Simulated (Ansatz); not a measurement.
## InSe under changes of volume

One of the cells (28.559 Å³/atom); the others are scaled copies at fixed shape and fractional positions:

```
CELL_PARAMETERS angstrom
5.82639 -2.05465 0.00000
5.82639 2.05465 0.00000
-1.72323 0.00000 4.77135
ATOMIC_POSITIONS crystal
In 0.88820 0.88820 0.04684
In 0.11180 0.11180 0.95316
Se 0.66093 0.66093 0.66896
Se 0.33907 0.33907 0.33104
```

The cell comes from a database or a generator and needn't be the stable form of this composition.

- Program: Ansatz 0.2.0
- Functional: PBE
- Potentials or basis: Ansatz PAW
- Cutoff: 420 eV (not typed: the program's choice for these potentials)
- k mesh: 7 × 7 × 6
- Occupations: fermi-dirac, width 0.05 eV
- Spin: no spin polarisation

```csv
volume (Å³/atom),energy over the lowest point (meV/atom),pressure (GPa),gap on the mesh (eV),largest force (eV/Å)
26.846,?,?,?,?
27.417,22.58,3.9,1.22,0.580
27.988,11.01,2.6,1.18,0.403
28.559,3.69,1.5,1.14,0.240
29.131,0.15,0.5,1.11,0.090
29.702,0.00,-0.4,1.07,0.108
30.273,2.87,-1.2,1.04,0.183
```

Task: What does the run at 26.846 Å³/atom give?

Result: Energy over the lowest point 38.88 meV/atom; pressure 5.3 GPa; gap on the mesh 1.25 eV; largest force 0.772 eV/Å.

Worked out: A Birch-Murnaghan fit of order 3 (a polynomial in V^(-2/3)) to the other rows has its minimum at 29.44 Å³/atom with B0 = V·E''(V) = 46 GPa and B' = 4.8 at fixed shape and positions, which overstates the stiffness. It gives 38.91 meV/atom at 26.846 Å³/atom, against the run's 38.88, and -dE/dV = 5.3 GPa, against 5.3. A straight line through the other rows of the gap, of slope -1.82 eV per unit of ln V, extrapolates to 1.26 eV, against the run's 1.25.

Energies are extrapolated to zero smearing.

Caveats: odd divisions of the mesh miss points on the zone boundary, where band edges often lie, so the gap on the mesh can be too wide; spin-orbit coupling is left out, which moves the levels of the heavy elements.

A mesh can miss the band edges.
